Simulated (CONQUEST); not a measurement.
# Pb under changes of volume

One of the cells (31.034 Å³/atom); the others are scaled copies at fixed shape and fractional positions:

```
Pb
1.0
     3.95932    0.00000    0.00000
     0.00000    3.95932    0.00000
     0.00000    0.00000    3.95932
Pb
2
Direct
  0.00000 0.00000 0.00000
  0.50000 0.50000 0.50000
```

This isn't the form of Pb at room conditions, which is fcc.

```yaml
Program: CONQUEST 1.3
Functional: PBE
Potentials_or_basis: PseudoDojo NC PBE, DZP, grid of 40 × 40 × 40 points
k_mesh: 7 × 7 × 7
Occupations: fermi-dirac, width 0.05 eV
Spin: no spin polarisation
```

| volume (Å³/atom) | energy over the lowest point (meV/atom) | pressure (GPa) |
| --- | --- | --- |
| 29.172 | 46.82 | 4.9 |
| 29.792 | ? | ? |
| 30.413 | 16.66 | 2.9 |
| 31.034 | 6.94 | 2.1 |
| 31.654 | 1.98 | 0.6 |
| 32.275 | 0.02 | 0.4 |
| 32.896 | 0.00 | -0.4 |

Q: What does the run at 29.792 Å³/atom give?

A: Energy over the lowest point 29.84 meV/atom; pressure 4.0 GPa.

Worked out: A Birch-Murnaghan fit of order 3 (a polynomial in V^(-2/3)) to the other rows has its minimum at 32.48 Å³/atom with B0 = V·E''(V) = 35 GPa and B' = 5.9. It gives 29.31 meV/atom at 29.792 Å³/atom, against the run's 29.84, and -dE/dV = 3.9 GPa, against 4.0.

Energies are extrapolated to zero smearing.

Caveats: the basis of atomic orbitals isn't converged, which shifts pressures, moduli and gaps.
